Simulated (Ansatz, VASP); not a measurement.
NaCl (ae) in VASP and in Ansatz

```xyz
2
Lattice="0.0000 2.6023 2.6023 2.6023 0.0000 2.6023 2.6023 2.6023 0.0000" Properties=species:S:1:pos:R:3 pbc="T T T"
Na    0.0000    0.0000    0.0000
Cl    2.6023    2.6023    2.6023
```

Alike in both runs: functional PBE; k mesh 8 × 8 × 8; occupations gaussian, width 0.02 eV; no spin polarisation.

Ansatz relaxed the structure, and its values are those at the end. VASP's run is a single point on that final structure, the one shown.

|  | VASP | Ansatz |
| --- | --- | --- |
| version | VASP 6.6.1 | Ansatz 0.2.0 |
| potentials or method | VASP PAW PBE potentials, release 64 (Na_pv, Cl), cutoff 520 eV | scalar-relativistic, all-electron LAPW |

```tsv
	VASP	Ansatz	Ansatz less VASP
gap on the k mesh at the Fermi level (eV)	6.22	6.22	0.000
least direct gap on the mesh (eV)	6.22	6.22	0.000
pressure (GPa)	12.0	12.0	0.00
```

Ansatz ran all-electron here, so the differences hold the error of VASP's frozen core and of both bases.
